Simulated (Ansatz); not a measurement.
# TiC (P-6m2) in Ansatz: notebook

Aim: see how the results for TiC move with the level of theory and the settings. Levels: revPBE+D3(BJ), revPBE+D4, BLYP+D3(BJ). Tasks: relaxation of cell and atoms.

Program: Ansatz 0.2.0. These are calculated values, not measurements. Logs are shortened: lines on timing, memory, paths and dates and some standing lists are left out, and cuts for length are marked.

## (1) Starting point

It takes space group P-6m2 (No. 187, hexagonal). The conventional cell has a = 3.042 Å, b = 3.042 Å, c = 2.698 Å, α = 90.00°, β = 90.00°, γ = 120.00°. Ti (site symmetry -6m2) is surrounded by 6 C at 2.21 Å. Around C (site symmetry -6m2) lie 6 Ti at 2.21 Å.

The cell was built by a generator and needn't be a form met in nature.

## (2) Relaxation of cell and atoms, revPBE+D3(BJ)

File input.yaml:

```yaml
crystal:
  lattice:
    - [3.04209, 0.0, 0.0]
    - [-1.52104, 2.63452, 0.0]
    - [0.0, 0.0, 2.69797]
  atoms:
    - { symbol: Ti, position: [0.0, 0.0, 0.5] }
    - { symbol: C, position: [0.33333, 0.66667, 0.0] }
hamiltonian:
  xc: revpbe
  pseudopotentials: { kind: paw }
  dispersion: d3bj
kpoints:
  mp_grid: { grid: [10, 10, 10] }
scf:
  occupations: { method: fermi_dirac, width: 0.05 }
output:
  forces: true
  stress: true
  eigenvalues: true
  write_density: true
  write_potential: true
  elf: true
  volumetric_format: npy
relax:
  f_tol: 0.01
  max_steps: 40
  cell: { stress_tol: 0.05 }
```

Potentials or basis: Ansatz PAW.

On the command line:

```
> ansatz run input.yaml --threads 2 --pin off --max-ram 5632MiB --backend cpu --events-out ev --progress --plain --runs-dir out
```

The log of the run:

```text
Warning: the atoms were moved onto the symmetric positions of the space group found under crystal.symmetry.tolerance 1.0e-5 (fractional; no operation is sought that the atoms, as they stand in a round, miss by more than twice it, and no atom is moved by as much as it), and the run uses the moved positions. Before a round's move an operation carried an atom to 1.52e-5 Å from where it should land, the largest such distance. Atom 1 (counting from 0) moved farthest, by 1.76e-5 Å; the longest move in fractions of the cell, of whichever atom, is 0.47 of the tolerance, in 1 round. To run the atoms as typed, lower crystal.symmetry.tolerance until the operations that they miss are no longer found, or set crystal.symmetry.detect: false (a key that needs symmetry detection or time reversal refuses this as the deck is read). The positions used, in the order of the run's atom list: position: [-1.8503646491007004e-17, 5.5510939473021013e-17, 0.5]; position: [0.3333333333333333, 0.6666666666666667, 0.0]; The lattice was moved too: crystal.lattice keeps the space group found at crystal.symmetry.tolerance 1.0e-5 only nearly: the operation that it misses by the most changes a squared length by the fraction 6.65e-6. The run uses the lattice that is a stretch of the typed one, with no rotation, onto the one that keeps every operation to a double's rounding (on a very oblique basis the stretch itself rounds by more); the deck's lattice vector that moved farthest moved by 5.07e-6 Å. To run the lattice as typed, set crystal.symmetry.tolerance under 2.84e-6, the least fraction by which an operation that the lattice misses changes a squared length (the same key also sets how far an atom may lie from its image, so lowering it can lose operations that the atoms keep only within it), or set crystal.symmetry.detect: false, as for the atoms. crystal.lattice made exact, in Å and degrees: [[3.042085831189679, -2.886751345946343e-6, 0.0], [-1.5210404155948394, 2.6345250536786344, 0.0], [0.0, 0.0, 2.69797]]. Pasted over the deck's crystal.lattice, beside positions in fractional coordinates, it runs the same cell (given as lengths and angles, that cell in the form's own orientation, a rigid turn of the misfit's size from the one run here, for which a checkpoint.post_process_only pass over this run's state can be refused: where this run relaxes nothing, give such a pass this deck's own crystal.lattice, as typed; behind a relaxation, as crystal.lattice, the state's own cell, identity.cell in its checkpoint.json), and a matrix so pasted ends this notice, except on a very skew basis of the lattice, where the rounding of the pasted numbers themselves can read as a misfit: the cell is then moved again, and that move is told again. The lattice as run is in this notice's lattice.as_run_ang field (Run.prep()["deck_notices"] in Python, the deck_notice line of an events file, deck_notices of ansatz run --dry-run=json, or deck_notices in record.json in the deck's checkpoint.write directory).
Warning: RAYON_NUM_THREADS=2 ignored (pool sized by the plan → 2); use --threads N
Engine: ansatz 0.2.0, x86_64-unknown-linux-gnu
Pseudopotentials: kind: paw
Pseudopotential: Ti, paw, valence charge 12, recommended cutoff 420 eV (normal), Ti.paw.azcp
Pseudopotential: C, paw, valence charge 4, recommended cutoff 420 eV (normal), C.paw.azcp
Functional definition: revPBE
  parameter kappa = 1.245
  parameter beta = 0.06672455060314922
  exchange = pbe_x(kappa = kappa, mu = beta*pi^2/3)
  correlation = pbe_c(beta = beta)
Crystal: 2 atoms, lattice volume = 21.623 Å³
Basis set: ecut = 420 eV, 417 PW (Γ), exchange–correlation on 48×48×40 points (8 copies of the dense FFT grid, shifted against one another)
Bands: 12, of which v1, the nominal top of the filled ones, is band 8 counted from 1 (7 counted from 0)
Symmetry: 12 space group operations
Space group: P-6m2 (ITA 187), of the structure as read, at distance tolerance 2.8e-5 Å
k-points: 84 of 1000 (time reversal used)
Non-local potential: Ti, projectors of the file, l = 0: 3, l = 1: 2, l = 2: 3, l = 3: 1
Non-local potential: C, projectors of the file, l = 0: 2, l = 1: 2, l = 2: 1
PAW form: soft (Blöchl's): semilocal exchange-correlation on the pseudo side does not see the compensation charge
PAW frozen core: Ti, regenerated for the run's functional, and the local potential with it (the file was generated under x = pbe(κ = 0.804, μ = 0.2195149727645171), c = pbe(β = 0.06672455060314922))
PAW frozen core: C, regenerated for the run's functional, and the local potential with it (the file was generated under x = pbe(κ = 0.804, μ = 0.2195149727645171), c = pbe(β = 0.06672455060314922))
PAW one-centre angular grid: Ti, 590 points (default); XC on 64 Gauss nodes
PAW one-centre angular grid: C, 110 points (default); XC on 64 Gauss nodes
Initial density: superposition of atomic densities (neutral atoms: chi_scale 0, normalization atom), corrected by the library's trained network
Initial wavefunctions: pseudopotential atomic-orbital guess
Functional: x = revpbe(κ = 1.245, μ = 0.2195149727645171), c = pbe(β = 0.06672455060314922)
SCF iter   1: F=—  HF=-2756.532277 eV  |F-HF|=—  |Δ(HF+E_count)|=         —  Δρ=7.67e-3  dr2=8.80e-3  ethr=1.77e-3  ⟨swp⟩=4.3  Hψ=5040  notcnv=0
preconditioner: auto → none  [metal: Δε(μ)=0.046 eV  Ē_g=7.226 eV  σ=0.050 eV  W_gap=0.22  n_scr=8 (ndim 8)  ℏωp=22.6 eV  f_vac=0.000  D(μ)=0.48/eV (n_scr^D=0)  sad-step TF]
SCF iter   2: F=—  HF=-2756.532888 eV  |F-HF|=—  |Δ(HF+E_count)|=   6.11e-4  Δρ=4.76e-3  dr2=3.96e-3  ethr=5.50e-5  ⟨swp⟩=1.0  Hψ=1680  notcnv=0
SCF iter   3: F=—  HF=-2756.533913 eV  |F-HF|=—  |Δ(HF+E_count)|=   1.02e-3  Δρ=4.91e-4  dr2=3.78e-5  ethr=2.48e-5  ⟨swp⟩=2.3  Hψ=1357  notcnv=0
SCF iter   4: F=—  HF=-2756.533924 eV  |F-HF|=—  |Δ(HF+E_count)|=   1.09e-5  Δρ=1.08e-4  dr2=1.53e-6  ethr=2.36e-7  ⟨swp⟩=2.4  Hψ=1443  notcnv=0
iter 5 did not close the SCF: its close was put off for the readings that it lacked (scf_convergence_deferred on its scf_iter line)
SCF iter   5: F=-2756.533925 eV  HF=-2756.533925 eV  |F-HF|=4.37e-8  |Δ(HF+E_count)|=   1.52e-6  Δρ=2.50e-5  dr2=7.60e-8  ethr=9.55e-9  ⟨swp⟩=2.3  Hψ=1613  notcnv=0
SCF iter   6: F=-2756.533925 eV  HF=-2756.533925 eV  |F-HF|=2.02e-10  |Δ(HF+E_count)|=   1.34e-8  Δρ=3.14e-6  dr2=1.30e-9  ethr=4.75e-10  ⟨swp⟩=4.9  Hψ=5134  notcnv=0
SCF 1 converged in 6 iterations: F = -2756.533925 eV  dr2 = 1.30e-9
relax step   1: F+E_penalty+E_count = -2756.53392528 eV  Δ(F+E_penalty+E_count) = +0.000e0 eV  max|allowed force component| = 7.401e-17 eV/Å  Δτ_max = 0.0000 Å  P = -9.043 GPa  Ω = 21.623 Å³  (6 SCF iters, dr2 threshold 1.00e-7 eV, accepted)
Crystal: 2 atoms, lattice volume = 20.778 Å³
[... 74 lines left out ...]
SCF iter   3: F=—  HF=-2756.560988 eV  |F-HF|=—  |Δ(HF+E_count)|=  4.55e-12  Δρ=5.26e-7  dr2=3.02e-11  ethr=1.00e-12  ⟨swp⟩=1.0  Hψ=1008  notcnv=0
iter 4 did not close the SCF: its close was put off for the readings that it lacked (scf_convergence_deferred on its scf_iter line)
SCF iter   4: F=-2756.560988 eV  HF=-2756.560988 eV  |F-HF|=9.09e-13  |Δ(HF+E_count)|=  1.00e-11  Δρ=5.71e-8  dr2=3.38e-13  ethr=1.00e-12  ⟨swp⟩=1.0  Hψ=1008  notcnv=0
iter 5 did not close the SCF: its close was put off for the readings that it lacked (scf_convergence_deferred on its scf_iter line)
SCF iter   5: F=-2756.560988 eV  HF=-2756.560988 eV  |F-HF|=9.09e-13  |Δ(HF+E_count)|=    0.00e0  Δρ=3.48e-8  dr2=1.49e-13  ethr=1.00e-12  ⟨swp⟩=1.0  Hψ=1008  notcnv=0
iter 6 did not close the SCF: its close was put off for the readings that it lacked (scf_convergence_deferred on its scf_iter line)
SCF iter   6: F=-2756.560988 eV  HF=-2756.560988 eV  |F-HF|=1.82e-12  |Δ(HF+E_count)|=  1.82e-12  Δρ=1.47e-8  dr2=3.86e-14  ethr=1.00e-12  ⟨swp⟩=1.0  Hψ=1008  notcnv=0
iter 7 did not close the SCF: its close was put off for the readings that it lacked (scf_convergence_deferred on its scf_iter line)
SCF iter   7: F=-2756.560988 eV  HF=-2756.560988 eV  |F-HF|=9.09e-13  |Δ(HF+E_count)|=    0.00e0  Δρ=1.13e-8  dr2=1.71e-14  ethr=1.00e-12  ⟨swp⟩=1.0  Hψ=1008  notcnv=0
SCF iter   8: F=-2756.560988 eV  HF=-2756.560988 eV  |F-HF|=4.55e-13  |Δ(HF+E_count)|=  9.09e-13  Δρ=5.29e-9  dr2=4.00e-15  ethr=1.00e-12  ⟨swp⟩=2.0  Hψ=2536  notcnv=0
SCF 7 converged in 8 iterations: F = -2756.560988 eV  dr2 = 4.00e-15
relax step   7: F+E_penalty+E_count = -2756.56098783 eV  Δ(F+E_penalty+E_count) = +4.288e-6 eV  max|allowed force component| = 3.701e-17 eV/Å  Δτ_max = 0.0000 Å  P = -0.000 GPa  Ω = 20.699 Å³  stress off target by 2.04e-4 GPa  SCF on the basis re-selected at this cell (its energy is not comparable with the rows above)  (8 SCF iters)
basis re-selected at this cell: Δ(F+E_penalty+E_count) = +4.288e-6 eV, ΔP = -0.000 GPa vs the last step (what re-selecting the basis moved, of the pressure what is left beyond the Pulay correction that the steps carried, after the strain that the cell walked since its last selection, with what the two solves' SCF thresholds leave and, on support functions, any second-order correction that the steps lacked; it is no measure of the basis error at this ecutwfc). This SCF's stress stands 2.04e-4 GPa from its target on what of the cell is left free (relax.cell.stress_tol is 5.00e-2 GPa) and its largest allowed force component is 3.70e-17 eV/Å (relax.f_tol is 1.00e-2 eV/Å): within both
SCF converged after 8 iterations
Free energy (F): -2756.560988 eV
Harris-Foulkes:  -2756.560988 eV  (|F-HF|=4.55e-13)
Internal energy: -2756.557658 eV  (E = F + TS)
E sigma→0 (E₀):  -2756.559323 eV
Entropy (-TS):   -0.003330 eV (-1.665 meV/atom)
Fermi energy:    14.353656 eV
--- Per-component energies (eV) ---
  E_band       = -111.924480
  E_kinetic    = 363.912111
  E_local      = -810.083144  (includes V_loc(G=0)·N_el)
  E_nonlocal   = 31.956998
  E_hartree    = 330.952807
  E_xc         = -147.589606
  E_vxc        = -184.101766  (∫ρ·V_xc dr)
  E_paw        = -1149.688018  (= ΣΔE_a)
  E_vpaw       = -175.514436  (= ΣTr[D̂ρ^β])
  E_aug_tail   = 0.000141  (compensation charges beyond the density's cutoff)
  E_ewald      = -1374.295614
  E_disp       = -1.673872  (pairwise vdW)
  E_core_change = -0.049462  (= ΣΔE_core)
  E_smearing   = -0.003330  (= −TS)
  E_closure    = 0.000000  (closes the sum)
  Σ components = -2756.560988   (vs F -2756.560988, Δ=0.00e0)
--- Forces (eV/Å), atoms counted from 1 ---
  atom   1  Ti    -0.00000000     0.00000000     0.00000000
  atom   2  C     -0.00000000    -0.00000000     0.00000000
  max |Σ_I F_I| component: 4.44e-16 eV/Å
--- Stress (GPa, compression-positive) ---
       -0.000204       0.000000       0.000000
        0.000000      -0.000204       0.000000
        0.000000       0.000000       0.000200
  P = ⅓ Tr σ = -0.0001 GPa (-0.001 kbar)
--- Band table (eV; the first three rows and the last of 84) ---
  k-point 0: bands = ["-42.0944", "-18.1881", "-18.1881", "-17.7413", "2.1629", "12.7801", "12.7801", "13.3691", "16.7060", "17.9134", "17.9134", "20.3695"]
  k-point 1: bands = ["-42.0840", "-18.1800", "-18.1800", "-17.8242", "2.3683", "12.8891", "12.8891", "13.1413", "16.6687", "17.4697", "17.4697", "20.5321"]
  k-point 2: bands = ["-42.0568", "-18.1588", "-18.1588", "-18.0371", "2.9543", "12.2495", "13.1885", "13.1885", "16.6309", "16.6309", "17.0064", "20.5635"]
  k-point 83: bands = ["-41.9160", "-18.4370", "-18.4349", "-18.3455", "5.6333", "9.8199", "10.5430", "13.9413", "15.5103", "18.7584", "19.5665", "19.8015"]
--- Relaxed structure (5 steps of the walk, 5 accepted, 2 SCFs on fresh bases) ---
  F+E_penalty+E_count = -2756.56098783 eV   max|allowed force component| = 3.701e-17 eV/Å   (the final SCF, on the basis selected at the relaxed cell)
  cell:  # Å, volume = 20.6988 Å³
    - [2.988982043050271, -2.836359134688305e-6, 0.0]
    - [-1.4944885651660704, 2.588535798916615, 0.0]
    - [0.0, 0.0, 2.675277267973775]
  atoms:
    - { symbol: Ti, position: [-1.850364649100701e-17, 5.551093947302102e-17, 0.5000000000000001] }
    - { symbol: C, position: [0.3333333333333333, 0.6666666666666667, 0.0] }
```

It took 6.6 s on 2 threads of Intel Xeon Platinum 8488C (Sapphire Rapids), shared host; peak memory 0.39 GiB.

Results:

* Free energy: -2756.5610 eV
* Relaxed volume: 10.35 Å³/atom
* Relaxed cell: a = 2.989 Å, b = 2.989 Å, c = 2.675 Å, α = 90.00°, β = 90.00°, γ = 120.00°
* Space group after relaxing (to 0.05 Å): P-6m2 (No. 187)
* Energy gained by relaxing: 13.5 meV/atom
* Ionic steps: 7
* Pressure after relaxing: 0.0 GPa
* Band gap on the k mesh: none (metal or under the smearing width)

Step by step:
| step | energy change (eV) | largest force (eV/Å) | volume (Å³) |
| --- | --- | --- | --- |
| 1 | 0.0000 | 0.0000 | 21.62 |
| 2 | -0.0278 | 0.0000 | 20.78 |
| 3 | -0.0282 | 0.0000 | 20.70 |
| 4 | -0.0282 | 0.0000 | 20.70 |
| 5 | -0.0271 | 0.0000 | 20.70 |
| 6 | -0.0271 | 0.0000 | 20.70 |
| 7 | -0.0271 | 0.0000 | 20.70 |

Final structure:
```cif
data_structure
_symmetry_space_group_name_H-M 'P 1'
_symmetry_Int_Tables_number 1
_cell_length_a 2.9890
_cell_length_b 2.9890
_cell_length_c 2.6753
_cell_angle_alpha 90.000
_cell_angle_beta 90.000
_cell_angle_gamma 120.000
_cell_volume 20.70
loop_
_atom_site_label
_atom_site_type_symbol
_atom_site_fract_x
_atom_site_fract_y
_atom_site_fract_z
_atom_site_occupancy
Ti1 Ti 0.00000 0.00000 0.50000 1
C1 C 0.33333 0.66667 0.00000 1
```

Caveat: the plane-wave basis is chosen anew once the cell has moved, so the energies of steps on either side of that aren't comparable; pairwise dispersion overbinds metals, which lowers pressure and volume; the PAW data sets come from PBE, with cores solved anew for the run's functional, which leaves a small shift of forces and pressure.

## (3) Relaxation of cell and atoms, revPBE+D4

Changes to input.yaml since step 2:

```diff
@@ -11,3 +11,3 @@
   pseudopotentials: { kind: paw }
-  dispersion: d3bj
+  dispersion: d4
 kpoints:
@@ -20,6 +20,2 @@
   eigenvalues: true
-  write_density: true
-  write_potential: true
-  elf: true
-  volumetric_format: npy
 relax:
```

Potentials or basis: Ansatz PAW.

On the command line:

```
> ansatz run input.yaml --threads 2 --pin off --max-ram 5632MiB --backend cpu --events-out ev --progress --plain --runs-dir out
```

The log of the run:

```text
[... 128 lines left out ...]
```

It took 4.4 s on 2 threads of Intel Xeon Platinum 8488C (Sapphire Rapids), shared host; peak memory 0.4 GiB.

What came out:

| Item | Value |
| --- | --- |
| Free energy | -2755.8775 eV |
| Relaxed volume | 10.56 Å³/atom |
| Relaxed cell | a = 3.012 Å, b = 3.012 Å, c = 2.687 Å, α = 90.00°, β = 90.00°, γ = 120.00° |
| Space group after relaxing (to 0.05 Å) | P-6m2 (No. 187) |
| Energy gained by relaxing | 4.1 meV/atom |
| Ionic steps | 4 |
| Pressure after relaxing | 0.0 GPa |
| Band gap on the k mesh | none (metal or under the smearing width) |

The path:
```tsv
step	energy change (eV)	largest force (eV/Å)	volume (Å³)
1	0.0000	0.0000	21.62
2	-0.0086	0.0000	21.16
3	-0.0087	0.0000	21.11
4	-0.0081	0.0000	21.11
```

Final structure:
```
Ti C
1.0
     3.01230    0.00000    0.00000
    -1.50615    2.60873    0.00000
     0.00000    0.00000    2.68653
Ti C
1 1
Cartesian
  0.0000 0.0000 1.3433
  0.0000 1.7392 0.0000
```

Levels at points of the mesh, in eV from the Fermi level:
| k point | band 5 | band 6 | band 7 | band 8 | band 9 | band 10 | band 11 | band 12 |
| --- | --- | --- | --- | --- | --- | --- | --- | --- |
| (0.00, 0.00, 0.00) | -12.12 | -1.57 | -1.57 | -0.96 | 2.33 | 3.46 | 3.46 | 5.87 |
| (0.00, 0.00, -0.50) | -8.93 | -5.66 | -0.47 | -0.47 | 1.21 | 1.21 | 4.83 | 4.88 |
| (0.00, -0.50, 0.00) | -9.65 | -4.91 | -0.74 | -0.35 | 0.29 | 3.14 | 3.64 | 3.93 |
| (0.00, -0.50, -0.50) | -8.89 | -4.05 | -2.60 | -2.24 | 1.58 | 3.45 | 4.52 | 5.81 |

Caveat: the plane-wave basis is chosen anew once the cell has moved, so the energies of steps on either side of that aren't comparable; pairwise dispersion overbinds metals, which lowers pressure and volume; the PAW data sets come from PBE, with cores solved anew for the run's functional, which leaves a small shift of forces and pressure.

## (4) Relaxation of cell and atoms, BLYP+D3(BJ)

Changes to input.yaml since step 3:

```diff
@@ -9,5 +9,5 @@
 hamiltonian:
-  xc: revpbe
+  xc: blyp
   pseudopotentials: { kind: paw }
-  dispersion: d4
+  dispersion: d3bj
 kpoints:
@@ -20,2 +20,6 @@
   eigenvalues: true
+  write_density: true
+  write_potential: true
+  elf: true
+  volumetric_format: npy
 relax:
```

On the command line:

```
> ansatz run input.yaml --threads 2 --pin off --max-ram 5632MiB --backend cpu --events-out ev --progress --plain --runs-dir out
```

Wall time 6.7 s (2 threads of Intel Xeon Platinum 8488C (Sapphire Rapids), shared host); peak memory 0.41 GiB.

The run converged. Its results:

* Free energy: -2759.9339 eV
* Relaxed volume: 10.43 Å³/atom
* Relaxed cell: a = 2.999 Å, b = 2.999 Å, c = 2.679 Å, α = 90.00°, β = 90.00°, γ = 120.00°
* Space group after relaxing (to 0.05 Å): P-6m2 (No. 187)
* Energy gained by relaxing: 9.0 meV/atom
* Ionic steps: 7
* Pressure after relaxing: 0.0 GPa
* Band gap on the k mesh: 0.08 eV, indirect (least direct gap 0.14 eV)

The path:
```csv
step,energy change (eV),largest force (eV/Å),volume (Å³)
1,0.0000,0.0000,21.62
2,-0.0189,0.0000,20.93
3,-0.0193,0.0000,20.87
4,-0.0193,0.0000,20.87
5,-0.0180,0.0000,20.87
6,-0.0180,0.0000,20.86
7,-0.0180,0.0000,20.86
```

Final structure:
```yaml
crystal:
  lattice:
    - [2.99886, 0.00000, 0.00000]
    - [-1.49943, 2.59709, 0.00000]
    - [0.00000, 0.00000, 2.67884]
  atoms:
    - { symbol: Ti, position: [0.00000, 0.00000, 0.50000] }
    - { symbol: C, position: [0.33333, 0.66667, 0.00000] }
```

Levels at points of the mesh, in eV from the valence-band top:
```tsv
k point	band 5	band 6	band 7	band 8	band 9	band 10	band 11	band 12
(0.00, 0.00, 0.00)	-11.95	-1.57	-1.57	-0.89	2.34	3.44	3.44	5.86
(0.00, 0.00, -0.50)	-8.79	-5.49	-0.47	-0.47	1.20	1.20	4.80	4.90
(0.00, -0.50, 0.00)	-9.51	-4.73	-0.65	-0.38	0.35	3.12	3.63	3.93
(0.00, -0.50, -0.50)	-8.82	-3.94	-2.46	-2.24	1.75	3.42	4.50	5.86
```

Caveat: the plane-wave basis is chosen anew once the cell has moved, so the energies of steps on either side of that aren't comparable; the pressure holds a Pulay correction of +0.3 GPa for the finite cutoff; the PAW data sets come from PBE, with cores solved anew for the run's functional, which leaves a small shift of forces and pressure. A k mesh can miss the band edges.

## (5) The runs side by side

```tsv
level	gap on the mesh (eV)	pressure (GPa)	relaxed volume (Å³/atom)
revPBE+D3(BJ)	none	0.0	10.35
revPBE+D4	none	0.0	10.56
BLYP+D3(BJ)	0.08	0.0	10.43
```

Alike in all rows: task relaxation of cell and atoms; potentials or basis Ansatz PAW; no spin polarisation; cell relaxed; k mesh 10 × 10 × 10; cutoff (eV) 420; smearing fermi-dirac 0.05 eV.

Caveats: the plane-wave basis is chosen anew once the cell has moved, so the energies of steps on either side of that aren't comparable; the PAW data sets come from PBE, with cores solved anew for the run's functional, which leaves a small shift of forces and pressure; pairwise dispersion overbinds metals, which lowers pressure and volume (some runs).

Absolute energies hang on the potentials; compare differences alone.
